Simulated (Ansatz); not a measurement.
Pb under compression and expansion

```cif
data_structure
_symmetry_space_group_name_H-M 'Fd-3m:1'
_symmetry_Int_Tables_number 227
_cell_length_a 6.8780
_cell_length_b 6.8780
_cell_length_c 6.8780
_cell_angle_alpha 90.000
_cell_angle_beta 90.000
_cell_angle_gamma 90.000
_cell_volume 325.38
loop_
_atom_site_label
_atom_site_type_symbol
_atom_site_symmetry_multiplicity
_atom_site_Wyckoff_symbol
_atom_site_fract_x
_atom_site_fract_y
_atom_site_fract_z
_atom_site_occupancy
Pb1 Pb 8 b 0.00000 0.00000 0.50000 1
```

The runs use the primitive cell with vectors (0.000, 3.439, 3.439), (3.439, 0.000, 3.439), (3.439, 3.439, 0.000) Å, to which the k mesh refers.

The cell is the one relaxed in the Materials Project (mp-1247117), not relaxed further here; entries there can be hypothetical.

No spin–orbit coupling, which matters for the heavy atoms here.

All numbers are computed: DFT, PBE, all-electron LAPW, scalar-relativistic (Ansatz 0.2.0); DFT, PBE, PAW with Ansatz's default frozen-core files, scalar-relativistic (Ansatz 0.2.0).

For LAPW: a Γ-centred 8×8×8 k mesh, Fermi–Dirac smearing of 0.05 eV, basis error target 0.25 meV/atom, no spin polarisation. PAW takes a cutoff of 420 eV at this cell. The Ansatz runs share mesh, smearing and spin set-up. Plane-wave (PAW) pressures include the program's estimate of the Pulay term.

The cell above is scaled evenly, with fractional coordinates and shape held.

```json
{"V/V(cell)": "0.9400", "V (Å³/atom)": "38.232", "P, LAPW (GPa)": "4.95", "P, PAW (GPa)": "4.94"}
{"V/V(cell)": "0.9500", "V (Å³/atom)": "38.638", "P, LAPW (GPa)": "4.46", "P, PAW (GPa)": "4.45"}
{"V/V(cell)": "0.9600", "V (Å³/atom)": "39.045", "P, LAPW (GPa)": "3.99", "P, PAW (GPa)": "3.98"}
{"V/V(cell)": "0.9750", "V (Å³/atom)": "39.655", "P, LAPW (GPa)": "3.34", "P, PAW (GPa)": "3.33"}
{"V/V(cell)": "0.9800", "V (Å³/atom)": "39.859", "P, LAPW (GPa)": "3.14", "P, PAW (GPa)": "3.13"}
{"V/V(cell)": "0.9900", "V (Å³/atom)": "40.265", "P, LAPW (GPa)": "2.74", "P, PAW (GPa)": "2.73"}
{"V/V(cell)": "1.0000", "V (Å³/atom)": "40.672", "P, LAPW (GPa)": "2.37", "P, PAW (GPa)": "2.36"}
{"V/V(cell)": "1.0100", "V (Å³/atom)": "41.079", "P, LAPW (GPa)": "2.01", "P, PAW (GPa)": "2.01"}
{"V/V(cell)": "1.0200", "V (Å³/atom)": "41.486", "P, LAPW (GPa)": "1.68", "P, PAW (GPa)": "1.67"}
{"V/V(cell)": "1.0250", "V (Å³/atom)": "41.689", "P, LAPW (GPa)": "1.52", "P, PAW (GPa)": "1.51"}
{"V/V(cell)": "1.0400", "V (Å³/atom)": "42.299", "P, LAPW (GPa)": "1.06", "P, PAW (GPa)": "1.05"}
{"V/V(cell)": "1.0500", "V (Å³/atom)": "42.706", "P, LAPW (GPa)": "0.78", "P, PAW (GPa)": "0.77"}
{"V/V(cell)": "1.0600", "V (Å³/atom)": "43.112", "P, LAPW (GPa)": "0.51", "P, PAW (GPa)": "0.50"}
```
